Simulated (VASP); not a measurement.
The system is TaN.

```
CELL_PARAMETERS angstrom
5.19600 0.00000 0.00000
-2.59800 4.49987 0.00000
0.00000 0.00000 2.91100
ATOMIC_POSITIONS crystal
Ta 0.33333 0.66667 0.50000
Ta 0.66667 0.33333 0.50000
Ta 0.00000 0.00000 0.00000
N 0.39285 0.00000 0.00000
N 0.60715 0.60715 0.00000
N 0.00000 0.39285 0.00000
```

Base run:

* Program: VASP 6.6.1
* Functional: PBEsol
* Potentials or basis: VASP PAW PBE potentials, release 64 (Ta_pv, N)
* Cutoff: 520 eV
* k mesh: 4 × 4 × 6
* Occupations: gaussian, width 0.05 eV
* Spin: collinear spin, typed start
* Starting moments: [2.0, 2.0, 2.0, 0.0, 0.0, 0.0] μB
* Hubbard terms: Ta d U = 6.0 eV, J = 0.5 eV

Its results: pressure 14.3 GPa; largest force 0.355 eV/Å.

Problem. The run is repeated on the same cell with these changes: moments at the start from [2.0, 2.0, 2.0, 0.0, 0.0, 0.0] to [0.5, 0.5, 0.5, 0.0, 0.0, 0.0]; fixed moment from none to 1.5 μB. What comes out?

Solution. Pressure 18.1 GPa; site moments Ta +0.31, +0.39; N +0.02 μB; largest force 0.311 eV/Å.

Caveats: the PAW data sets were made with another functional, which shifts forces and pressure a little; the total moment is fixed, so each spin has its own Fermi level (some runs).
